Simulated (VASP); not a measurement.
Wanted: the native input for a VASP 6.6.1 run.

| Quantity | Value |
| --- | --- |
| Task | relaxation of cell and atoms |
| Functional | RPBE |
| Dispersion | D3 |
| Potentials or basis | VASP PAW PBE potentials, release 64 (Mo_sv, Se) |
| Cutoff | 600 eV |
| k mesh | 9 × 9 × 2 |
| Occupations | fermi-dirac, width 0.05 eV |
| Spin | no spin polarisation |
| Further INCAR settings | ALGO = Fast; EDIFF = 1e-06; IBRION = 2; EDIFFG = -0.005; NSW = 40; ISIF = 3 |

The structure of MoSe2 lies in POSCAR:

```
MoSe2
1.0
    3.2880000000      0.0000000000      0.0000000000
   -1.6440000000      2.8474915276      0.0000000000
    0.0000000000      0.0000000000     12.9000000000
Mo Se
2 4
Direct
    0.6666666667      0.3333333333      0.7500000000
    0.3333333333      0.6666666667      0.2500000000
    0.6666666667      0.3333333333      0.3750000000
    0.3333333333      0.6666666667      0.8750000000
    0.6666666667      0.3333333333      0.1250000000
    0.3333333333      0.6666666667      0.6250000000
```

The input as run:

INCAR

```
  PREC = Accurate
  ENCUT = 600
  EDIFF = 1E-6
  ISMEAR = -1
  SIGMA = 0.05
  LREAL = False
  LASPH = True
  NELM = 100
  ALGO = Fast
  ISIF = 3
  LWAVE = False
  LCHARG = False
  GGA = RP
  IVDW = 11
  IBRION = 2
  NSW = 40
  EDIFFG = -0.005
```

KPOINTS

```
Automatic mesh
0
Gamma
  9 9 2
```

Potentials or basis: VASP PAW PBE potentials, release 64 (Mo_sv, Se).

Run with:

```bash
$ cat potpaw_PBE.64/Mo_sv/POTCAR potpaw_PBE.64/Se/POTCAR > POTCAR
$ mpirun -np 1 vasp_std > vasp.out
```

Results of the run:

| Property | Result |
| --- | --- |
| Relaxed volume | 20.85 Å³/atom |
| Relaxed cell | a = 3.322 Å, b = 3.322 Å, c = 13.087 Å, α = 90.00°, β = 90.00°, γ = 120.00° |
| Space group after relaxing (to 0.05 Å) | P6_3/mmc (No. 194) |
| Energy gained by relaxing | 31.0 meV/atom |
| Ionic steps | 19 |
| Pressure after relaxing | 0.0 GPa |
| Largest force after relaxing | 0.004 eV/Å |
| Band gap on the k mesh | 0.99 eV, indirect (least direct gap 1.37 eV) |
| Dispersion energy per atom | -0.470 eV |

Caveat: the PAW data sets were made with another functional, which shifts forces and pressure a little; an odd mesh through Γ misses points on the zone boundary, where band edges often lie.

Wall time 14 min on 1 thread of AMD EPYC 9R45 96-Core Processor (Zen 5), on a shared host, peak memory 0.33 GiB.
